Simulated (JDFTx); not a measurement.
Runs of JDFTx 1.7.0 (patched build) on ZrS2. The structure is trigonal, space group P-3m1 (No. 164). The conventional cell has a = 3.691 Å, b = 3.691 Å, c = 6.041 Å, α = 90.00°, β = 90.00°, γ = 120.00°. Zr (site symmetry -3m) has 6 S at 2.57 Å as nearest neighbours. S (site symmetry 3m) has 3 Zr at 2.57 Å as nearest neighbours. The cell is a database's computed one.

```csv
task,level,potentials or basis,U,k mesh,cutoff (eV),smearing,band ratio of the Davidson solver,max SCF steps,SCF threshold on the energy,solver of the electrons,further solve for the empty bands,mesh quality,gap on the mesh (eV),pressure (GPa),largest force (eV/Å)
single point,PBEsol,PseudoDojo-SR-PBEsol-0.4.1-standard with smoothed tails,-,8 × 8 × 5,898,fermi-dirac 0.05 eV,-,100,1e-09 Ha,scf,yes,not flagged,0.98,-2.5,0.14
single point,r2SCAN,SG15-PBE-1.2 with smoothed tails,-,3 × 3 × 2,1088,fermi-dirac 0.05 eV,-,100,1e-09 Ha,scf,yes,coarse,(a),0.5,0.11
single point,TPSS,SG15-PBE-1.2 with smoothed tails,-,4 × 4 × 2,1088,fermi-dirac 0.1 eV,-,100,1e-09 Ha,scf,yes,coarse,(b),1.2,0.11
single point,LDA+U,PseudoDojo-SR-PBEsol-0.4.1-standard with smoothed tails,Zr d U = 5 eV,6 × 6 × 4,898,fermi-dirac 0.025 eV,-,100,1e-09 Ha,scf,yes,not flagged,1.51,-0.7,0.02
single point,LDA,PseudoDojo-SR-LDA-0.4.1-standard with smoothed tails,-,8 × 8 × 5,952,fermi-dirac 0.05 eV,-,100,1e-09 Ha,scf,yes,not flagged,0.93,-4.5,0.29
```

Alike in all rows: no spin polarisation; cell as given.

Task: Estimate the missing entries.

Result: (a) 1.59; (b) 1.14.

Caveats: some runs use coarse meshes; an odd mesh through Γ misses points on the zone boundary, where band edges often lie (some runs); the potentials were made for another functional, which shifts forces and pressure (some runs); this functional lacks dispersion, which binds the layers, so the pressure and a relaxed spacing across them are unreliable (some runs); meta-GGA forces are noisy on this grid (some runs); the empty levels aren't tightly converged (some runs).

A k mesh can miss the band edges, and the runs leave out spin-orbit coupling on Zr.
